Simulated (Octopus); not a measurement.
Crystal: SiC (Moissanite).

```
Si C
1.0
     3.07600    0.00000    0.00000
    -1.53800    2.66389    0.00000
     0.00000    0.00000    5.04800
Si C
2 2
Direct
  0.66667 0.33333 0.50000
  0.33333 0.66667 0.00000
  0.66667 0.33333 0.88500
  0.33333 0.66667 0.38500
```

Base run:

- Program: Octopus 16.4
- Functional: PBE
- Potentials or basis: pseudodojo_pbe (PseudoDojo 0.5, PBE)
- Grid spacing: 0.123 × 0.123 × 0.126 Å
- k mesh: 10 × 10 × 5
- Occupations: fermi-dirac, width 0.05 eV
- Spin: no spin polarisation

Its results: band gap on the k mesh 2.49 eV, indirect (least direct gap 4.09 eV); largest force 0.759 eV/Å.

**Question.** The run is repeated on the same cell with these changes: functional from PBE to PBEsol; potentials or basis from pseudodojo_pbe (PseudoDojo 0.5, PBE) to pseudodojo_pbesol (PseudoDojo 0.4, PBEsol). What comes out?

**Answer.** Band gap on the k mesh 2.33 eV, indirect (least direct gap 3.96 eV); largest force 0.755 eV/Å.

Caveats: an odd mesh through Γ misses points on the zone boundary, where band edges often lie.

Not every run made on this cell is shown here.
